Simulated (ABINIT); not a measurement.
Runs of ABINIT 10.8.3 (patched build) on Te2Mo. It takes space group P6_3/mmc (No. 194, hexagonal). Conventional cell: a = 3.518 Å, b = 3.518 Å, c = 13.974 Å, α = 90.00°, β = 90.00°, γ = 120.00°. Te (site symmetry 3m) has 3 Mo at 2.72 Å as nearest neighbours. Mo (site symmetry -6m2) is surrounded by 6 Te at 2.72 Å. 

```csv
task,level,potentials or basis,cutoff (eV),fine-grid cutoff,gap on the mesh (eV),pressure (GPa),V0 of scaled cells (Å³/atom),B0 (GPa),largest force (eV/Å)
equation of state,LDA-Teter,JTH PAW LDA v2.0,408,816.342 eV,-,-,24.49,112,-
equation of state,PBE,JTH PAW PBE v2.0,354,707.496 eV,-,-,25.93,95,-
band structure,AM05,JTH PAW PBE v2.0,408,816.342 eV,(a),-0.4,-,-,0.06
band structure,RPBE,JTH PAW PBE v2.0,408,816.342 eV,0.77,5.7,-,-,(b)
```

Alike in all rows: no spin polarisation; cell as given; k mesh 9 × 9 × 2; smearing fermi-dirac 0.05 eV.

Problem. Fill in the values left out.

Solution. (a) 0.74; (b) 0.37.

Caveats: this functional lacks dispersion, which binds the layers, so the pressure and a relaxed spacing across them are unreliable (some runs); pressures at fixed basis lie under the slope of the energies (some runs); the cell was scaled at fixed shape and fractional positions, which overstates the stiffness of a crystal with free parameters, most of all of layers and chains (some runs); the PAW data sets were made with another functional, which shifts forces and pressure a little (some runs); spin-orbit coupling is left out, which moves the levels of the heavy elements (some runs).

A k mesh can miss the band edges, and the runs leave out spin-orbit coupling on Mo, Te.
